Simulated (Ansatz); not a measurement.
Pressure against volume: RbBr

```
Rb Br
1.0
     0.00000    3.50760    3.50760
     3.50760    0.00000    3.50760
     3.50760    3.50760    0.00000
Rb Br
1 1
Direct
  0.00000 0.00000 0.00000
  0.50000 0.50000 0.50000
```

The structure comes from a relaxation in the same program, started in the rocksalt type, and has space group Fm-3m. Whether it is a known phase or the ground state wasn't checked.

Levels of theory: DFT, PBE, all-electron LAPW, scalar-relativistic (Ansatz 0.2.0); DFT, PBE, PAW with Ansatz's default frozen-core files, scalar-relativistic (Ansatz 0.2.0).

For LAPW: a Γ-centred 9×9×9 k mesh, Fermi–Dirac smearing of 0.05 eV, basis error target 1 meV/atom, no spin polarisation. PAW takes a cutoff of 420 eV at this cell. The Ansatz runs share mesh, smearing and spin set-up. Plane-wave (PAW) pressures include the program's estimate of the Pulay term.

The cell above is scaled evenly, with fractional coordinates and shape held.

```tsv
V/V(cell)	V (Å³/atom)	P, LAPW (GPa)	P, PAW (GPa)	gap on the k mesh, LAPW (eV)	free energy over the lowest listed, PAW (meV/atom)
0.9500	40.997	0.71	0.71	4.32	4.6
0.9750	42.076	0.33	0.33	4.25	1.1
1.0000	43.155	0.01	0.01	4.19	0.0
1.0250	44.234	-0.26	-0.26	4.14	0.9
1.0500	45.313	?	?	?	?
```

(1) Fill in the row V/V(cell) = 1.0500.

(2) What do Birch–Murnaghan fits to the pressures give?

## Answers

(1) P, LAPW (GPa) = -0.50, P, PAW (GPa) = -0.50, gap on the k mesh, LAPW (eV) = 4.08, free energy over the lowest listed, PAW (meV/atom) = 3.5.

(2) LAPW: V0 = 43.20 Å³/atom, B0 = 12 GPa, B0′ = 4.9; PAW: V0 = 43.20 Å³/atom, B0 = 12 GPa, B0′ = 4.9.
